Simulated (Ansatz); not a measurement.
A run of Ansatz 0.2.0 is set up as follows.

File input.yaml:

```yaml
crystal:
  lattice:
    - [0.0, 1.813001, 1.813001]
    - [1.813001, 0.0, 1.813001]
    - [1.813001, 1.813001, 0.0]
  atoms:
    - { symbol: "N", position: [0.25, 0.25, 0.25] }
    - { symbol: B, position: [0.0, 0.0, 0.0] }
hamiltonian:
  xc: rpbe
  pseudopotentials: { kind: paw }
kpoints:
  mp_grid: { grid: [13, 13, 13] }
  band_path:
    path:
      - [[0.0, 0.0, 0.0], [0.5, 0.0, 0.5], [0.5, 0.25, 0.75], [0.375, 0.375, 0.75], [0.0, 0.0, 0.0], [0.5, 0.5, 0.5], [0.625, 0.25, 0.625], [0.5, 0.25, 0.75], [0.5, 0.5, 0.5], [0.375, 0.375, 0.75]]
      - [[0.625, 0.25, 0.625], [0.5, 0.0, 0.5]]
    npoints: 14
scf:
  occupations: { method: fermi_dirac, width: 0.05 }
  n_extra_bands: 6
output:
  forces: true
  stress: true
  eigenvalues: true
  fatbands: false
```

Potentials or basis: Ansatz PAW.

Run with:

```console
$ ansatz run input.yaml --threads 2 --pin off --max-ram 5632MiB --backend cpu --events-out ev --progress --plain --runs-dir out
```

(1) Predict the band gap along the path.

(2) Estimate the band gap on the k mesh.

(3) What does it give for the pressure?

Answers

(1) 4.50 eV, indirect (least direct gap 8.85 eV).

(2) 4.57 eV, indirect (least direct gap 8.85 eV).

(3) 5.4 GPa.

Caveat: the k mesh misses the band edges, so the gap on the mesh is wider than the one along the path; the pressure holds a Pulay correction of +0.9 GPa for the finite cutoff; the PAW data sets come from PBE, with cores solved anew for the run's functional, which leaves a small shift of forces and pressure.

**Measured values to compare with.**

From a printed reference work, monograph, for a bulk crystal of BN at 300 K: band gap 6.4 eV (indirect).

A measured gap of BN is 6.4 eV (indirect; 300 K; a printed reference work, monograph); the calculated 4.50 eV misses it by -1.90 eV. The value is that of RPBE, without temperature or zero-point motion. Semilocal functionals fall short of measured gaps as a rule. The cell is a database's relaxed one, not the measured one, which moves gaps too.
